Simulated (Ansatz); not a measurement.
# ZnSe (Stilleite) (F-43m) in Ansatz: single point with PBEsol

Aim: the single point of ZnSe (Stilleite) with PBEsol.

Everything below comes from runs of Ansatz 0.2.0. Logs are shortened: lines on timing, memory, paths and dates and some standing lists are left out, and cuts for length are marked.

**Measured values to compare with.**

From “Alloy Disordering Effects on the Thermal Conductivity and Energy Gap Temperature Dependence of Cd1−xZnxSe Ternary Crystals Grown by the Bridgman Method”, 2023, pmc:10253836, for a bulk crystal of ZnSe at 300 K: band gap 2.695 ± 0.003 eV (an exciton energy, a little under the gap).

The results are compared with them further down.

**1. The structure**

The structure is cubic, space group F-43m (No. 216). Conventional cell: a = 5.668 Å, b = 5.668 Å, c = 5.668 Å, α = 90.00°, β = 90.00°, γ = 90.00°. Se (site symmetry -43m) is surrounded by 4 Zn at 2.45 Å. Zn (site symmetry -43m) has 4 Se at 2.45 Å as nearest neighbours.

**2. Single point, PBEsol**

Contents of input.yaml:

```yaml
crystal:
  lattice:
    - [0.0, 2.8338, 2.8338]
    - [2.8338, 0.0, 2.8338]
    - [2.8338, 2.8338, 0.0]
  atoms:
    - { symbol: Se, position: [0.75, 0.75, 0.75] }
    - { symbol: Zn, position: [0.0, 0.0, 0.0] }
kpoints:
  mp_grid: { grid: [6, 6, 6] }
scf:
  occupations: { method: fermi_dirac, width: 0.05 }
hamiltonian:
  xc: pbesol
  pseudopotentials: { kind: all_electron, datasets: crystal }
output:
  forces: true
  stress: true
  eigenvalues: true
  elf: true
  volumetric_format: npy
```

Potentials or basis: all-electron PAW datasets made for the crystal.

Launch:

```sh
$ ansatz run input.yaml --threads 2 --pin off --max-ram 8192MiB --backend cpu --events-out ev --progress --plain --runs-dir out
```

The program printed:

```text
Warning: RAYON_NUM_THREADS=2 ignored (pool sized by the plan → 2); use --threads N
hamiltonian.pseudopotentials.datasets: crystal makes datasets for this crystal and solves the spheres of its atoms anew in each pass: cutoff 220.0 eV, the density's 1100.0 eV; for an error of 0.50 meV an atom under PBE, 1.0 meV for the cell; an energy difference from a run of another recipe may be off by several times the error for the cell, under r2SCAN by more, where some 0.1 meV an atom stays at smaller errors; Zn in spheres of 1.376 Å, 12 of its electrons in bands; Se in spheres of 1.074 Å, 6 of its electrons in bands, 10 on its site; only band paths and densities of states list, in semicore columns, the levels of the semicore shells that are solved separately: 3d of Se
Engine: ansatz 0.2.0, aarch64-unknown-linux-gnu
Pseudopotentials: kind: all_electron
Pseudopotential: Se, paw, valence charge 16, recommended cutoff 220 eV (normal), crystal/all_electron/pbesol/scalar/gaussian/Se, Koelling and Harmon's equation, gaussian nucleus
Pseudopotential: Zn, paw, valence charge 12, recommended cutoff 220 eV (normal), crystal/all_electron/pbesol/scalar/gaussian/Zn, Koelling and Harmon's equation, gaussian nucleus
Functional definition: PBEsol
  exchange = pbesol_x
  correlation = pbesol_c
Crystal: 2 atoms, lattice volume = 45.513 Å³
Basis set: ecut = 220 eV, 331 PW (Γ), exchange–correlation on 48×48×48 points (8 copies of the dense FFT grid, shifted against one another)
Bands: 13, of which v1, the nominal top of the filled ones, is band 9 counted from 1 (8 counted from 0)
Symmetry: 24 space group operations
Space group: F-43m (ITA 216), of the structure as read, at distance tolerance 3.6e-5 Å
k-points: 16 of 216 (time reversal used)
Non-local potential: Se, projectors of the file, l = 0: 1, l = 1: 1
Non-local potential: Zn, projectors of the file, l = 0: 1, l = 1: 1, l = 2: 2
PAW form: soft (Blöchl's): semilocal exchange-correlation on the pseudo side does not see the compensation charge
PAW one-centre angular grid: Se, 110 points (default); XC on its mesh's 1821 points in the sphere
PAW one-centre angular grid: Zn, 590 points (default); XC on its mesh's 1925 points in the sphere
Initial density: superposition of atomic densities (neutral atoms: chi_scale 0, normalization atom)
Initial wavefunctions: pseudopotential atomic-orbital guess
Functional: x = pbesol(κ = 0.804, μ = 0.12345679012345678), c = pbesol(β = 0.046)
iter 1 solved again at ethr=4.62e-3 eV; its pass at ethr=1.00e-1 eV (dr2=8.32e-1 eV) is discarded
SCF iter   1: F=—  HF=-114917.226437 eV  |F-HF|=—  |Δ(HF+E_count)|=         —  Δρ=3.35e-2  dr2=8.05e-1  ethr=4.62e-3  ⟨swp⟩=3.1  Hψ=1227  notcnv=0
preconditioner: auto → none  [insulator: Δε(μ)=1.389 eV  Ē_g=11.262 eV  σ=0.050 eV  W_gap=1.00  n_scr=14 (ndim 8)  ℏωp=23.4 eV  f_vac=0.000  D(μ)=0.00/eV (n_scr^D=0)  ε∞_Penn≈5.3]
iter 2 solved again at ethr=2.51e-4 eV; its pass at ethr=4.47e-3 eV (dr2=4.51e-2 eV) is discarded
SCF iter   2: F=—  HF=-114917.074064 eV  |F-HF|=—  |Δ(HF+E_count)|=   1.52e-1  Δρ=1.21e-2  dr2=4.59e-2  ethr=2.51e-4  ⟨swp⟩=2.1  Hψ=924  notcnv=0
SCF iter   3: F=—  HF=-114917.061088 eV  |F-HF|=—  |Δ(HF+E_count)|=   1.30e-2  Δρ=6.54e-3  dr2=1.84e-2  ethr=2.51e-4  ⟨swp⟩=3.0  Hψ=550  notcnv=0
SCF iter   4: F=—  HF=-114917.056253 eV  |F-HF|=—  |Δ(HF+E_count)|=   4.84e-3  Δρ=1.06e-3  dr2=4.39e-4  ethr=1.02e-4  ⟨swp⟩=3.0  Hψ=611  notcnv=0
SCF iter   5: F=—  HF=-114917.057790 eV  |F-HF|=—  |Δ(HF+E_count)|=   1.54e-3  Δρ=2.80e-4  dr2=1.47e-5  ethr=2.44e-6  ⟨swp⟩=3.0  Hψ=492  notcnv=0
SCF iter   6: F=—  HF=-114917.057822 eV  |F-HF|=—  |Δ(HF+E_count)|=   3.20e-5  Δρ=1.31e-4  dr2=3.07e-6  ethr=8.16e-8  ⟨swp⟩=3.0  Hψ=501  notcnv=0
SCF iter   7: F=—  HF=-114917.057838 eV  |F-HF|=—  |Δ(HF+E_count)|=   1.55e-5  Δρ=3.98e-5  dr2=1.19e-6  ethr=1.70e-8  ⟨swp⟩=3.0  Hψ=435  notcnv=0
SCF iter   8: F=—  HF=-114917.057837 eV  |F-HF|=—  |Δ(HF+E_count)|=   1.50e-6  Δρ=9.16e-6  dr2=3.03e-8  ethr=6.59e-9  ⟨swp⟩=3.0  Hψ=480  notcnv=0
SCF iter   9: F=-114917.057836 eV  HF=-114917.057836 eV  |F-HF|=2.91e-10  |Δ(HF+E_count)|=   5.56e-9  Δρ=9.24e-7  dr2=3.43e-10  ethr=1.68e-10  ⟨swp⟩=3.0  Hψ=474  notcnv=0
SCF 1 converged in 9 iterations: F = -114917.057828 eV  dr2 = 3.43e-10
  Residual-converged pass: ⟨swp⟩=3.0  Hψ=349  notcnv=0  max |occ|·‖R‖ = 4.8e-6 eV (tolerance 5.3e-6 eV)  dr2=3.35e-10  dr2_onsite=5.72e-9  max |Δocc| = 2.9e-10
SCF converged after 9 iterations
Free energy (F): -114917.057828 eV
Harris-Foulkes:  -114917.057828 eV  (|F-HF|=2.91e-10)
Internal energy: -114917.057828 eV  (E = F + TS)
E sigma→0 (E₀):  -114917.057828 eV
Entropy (-TS):   -0.000000 eV (-0.000 meV/atom)
Past the cutoff: the bands carry plane waves up to 1.75 times it, of which those up to 1.5 times it add -0.000377 eV an atom, each by itself; the spheres take 0.000497 eV an atom off the energy for waves past 1.75 times it
By the cutoff:   a pressure is off by up to 0.008 GPa (1.2 times the spheres' own share and the shells' term, over an atom's volume, and 0.004 GPa: a bound that held against runs at twice the plane waves)
Past the cutoffs: a stress includes 0.0035 GPa for waves and charges beyond them, in addition to the slope of what the spheres take
In the spheres:  the bands' charges fall short by 1.2e-6 e at most (sound up to 1e-3), those of shells solved beside the bands by 1.1e-7 e (sound up to 5e-4)
Fermi energy:    8.531557 eV
--- Per-component energies (eV) ---
  E_band       = 39.399649
  E_kinetic    = 146.166514
  E_local      = -3377.899056  (includes V_loc(G=0)·N_el)
  E_nonlocal   = -230.005978
  E_hartree    = 1551.625840
  E_xc         = -111.130206
  E_vxc        = -133.216560  (∫ρ·V_xc dr)
  E_paw        = -119413.466313  (= ΣΔE_a)
  E_vpaw       = -8707.490536  (= ΣTr[D̂ρ^β])
  E_ewald      = -2720.942845
  E_smearing   = -0.000000  (= −TS)
  E_closure    = 9238.594217  (closes the sum)
  Σ components = -114917.057828   (vs F -114917.057828, Δ=0.00e0)
  The terms above E_closure are by the made datasets' own strengths, without shells solved beside the bands.
--- Forces (eV/Å), atoms counted from 1 ---
  atom   1  Se     0.00000000    -0.00000000     0.00000000
  atom   2  Zn    -0.00000000    -0.00000000    -0.00000000
  max |Σ_I F_I| component: 7.86e-17 eV/Å
--- Stress (GPa, compression-positive) ---
       -1.094776       0.000000      -0.000000
       -0.000000      -1.094776       0.000000
       -0.000000       0.000000      -1.094776
  P = ⅓ Tr σ = -1.0948 GPa (-10.948 kbar)
  It holds what live shells' own plane waves past their cutoff add
--- Band table (eV; the first three rows and the last of 16) ---
  k-point 0: bands = ["-5.3668", "1.3607", "1.3607", "1.3607", "1.7315", "1.7315", "7.9191", "7.9191", "7.9191", "9.0874", "13.6628"]
  k-point 1: bands = ["-5.1911", "1.3753", "1.3874", "1.3874", "1.7297", "1.7297", "5.9798", "7.6641", "7.6641", "10.3796", "13.7027"]
  k-point 2: bands = ["-4.7962", "1.4321", "1.4321", "1.5261", "1.7379", "1.7379", "3.8238", "7.2337", "7.2337", "10.5062", "14.3327"]
  k-point 15: bands = ["-4.2965", "1.4548", "1.5774", "1.6500", "1.7457", "2.0029", "3.1830", "5.2644", "5.3330", "12.2638", "12.6690"]
```

It took 2.9 s on 2 threads of Arm Neoverse V1, shared host; peak memory 0.47 GiB.

What came out:

```yaml
Free_energy: -114917.0578 eV
Pressure: -1.1 GPa
Band_gap_on_the_k_mesh: 1.17 eV, direct
```

Levels at points of the mesh, in eV from the valence-band top:
| k point | band 5 | band 6 | band 7 | band 8 | band 9 | band 10 | band 11 |
| --- | --- | --- | --- | --- | --- | --- | --- |
| (0.00, 0.00, 0.00) | -6.19 | -6.19 | 0.00 | 0.00 | 0.00 | 1.17 | 5.74 |
| (0.00, 0.00, -0.50) | -6.17 | -6.03 | -5.28 | -0.87 | -0.87 | 2.45 | 6.31 |
| (0.00, -0.50, -0.50) | -6.14 | -6.01 | -4.78 | -2.20 | -2.20 | 2.84 | 3.38 |

**3. Against experiment**

Step 2. A measured gap of ZnSe is 2.695 eV (an exciton energy, a little under the gap; 300 K; “Alloy Disordering Effects on the Thermal Conductivity and Energy Gap Temperature Dependence of Cd1−xZnxSe Ternary Crystals Grown by the Bridgman Method”, 2023, pmc:10253836); the calculated 1.17 eV misses it by -1.53 eV. So large a miss can be the level of theory's own, or it may mean another phase, state or a wrong row. Spin-orbit coupling on Se is left out. The value is that of PBEsol, without temperature or zero-point motion. Semilocal functionals fall short of measured gaps as a rule.
